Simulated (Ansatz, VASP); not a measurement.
Two plane-wave programs on PbSe

Contents of INCAR:

```
SYSTEM = PbSe
PREC     = Accurate       ! precision mode
ENCUT    = 520            ! plane-wave cutoff, eV
EDIFF    = 1E-6           ! SCF threshold, eV
ISMEAR   = 0              ! smearing method
SIGMA    = 0.03           ! smearing width, eV
LREAL    = .FALSE.        ! projectors in reciprocal space
LASPH    = .TRUE.         ! aspherical terms in the spheres
NELM     = 80             ! most SCF steps
ALGO     = Normal         ! electronic algorithm
ISIF     = 2              ! what is computed and relaxed
LWAVE    = .FALSE.        ! write WAVECAR
LCHARG   = .TRUE.         ! write CHGCAR
GGA      = PE             ! functional
LELF     = .TRUE.         ! ELF
LVHAR    = .TRUE.       
NBANDS   = 17             ! bands
```

File KPOINTS:

```
regular mesh
0
G
  10 10 10
  0 0 0
```

POSCAR

```
PbSe
1.0
    0.0000000000      2.9855962500      3.0621500000
    3.1387037500      0.0000000000      3.0621500000
    3.1387037500      2.9855962500      0.0000000000
Pb Se
1 1
Direct
    0.0000000000      0.0000000000      0.0000000000
    0.5000000000      0.5000000000      0.5000000000
```

Input for Ansatz:

```yaml
crystal:
  lattice:
    - [0.0, 2.98559625, 3.06215]
    - [3.13870375, 0.0, 3.06215]
    - [3.13870375, 2.98559625, 0.0]
  atoms:
    - { symbol: Pb, position: [0.0, 0.0, 0.0] }
    - { symbol: Se, position: [0.5, 0.5, 0.5] }
basis:
  ecutwfc: 420
kpoints:
  mp_grid: { grid: [10, 10, 10] }
hamiltonian:
  xc: pbe
scf:
  occupations: { method: gaussian, width: 0.03 }
output:
  forces: true
  stress: true
  eigenvalues: true
```

Change from the starting cell: strain +0.0250 x Voigt [1, -1, 0, 0, 0, 0], atoms carried along.

Alike in both runs: task single point; functional PBE; k mesh 10 × 10 × 10; occupations gaussian, width 0.03 eV; no spin polarisation.

|  | VASP | Ansatz |
| --- | --- | --- |
| version | VASP 6.6.1 | Ansatz 0.2.0 |
| potentials or method | VASP PAW PBE potentials, release 64 (Pb_d, Se) | scalar-relativistic, plane waves, PAW |
| plane-wave cutoff (eV) | 520 | 420 |
| valence electrons in the cell | 20 | 30 |

|  | VASP | Ansatz | Ansatz less VASP |
| --- | --- | --- | --- |
| gap on the k mesh at the Fermi level (eV) | 0.24 | 0.24 | -0.005 |
| least direct gap on the mesh (eV) | 0.24 | 0.24 | -0.005 |
| pressure (GPa) | 2.7 | 2.7 | +0.02 |
| largest component of the traceless stress (GPa) | 3.39 | 3.38 | -0.008 |

The two sets of potentials don't hold the same shells in valence.

Caveats: spin-orbit coupling is left out, which as a rule narrows the gap of such compounds by several tenths of an eV.
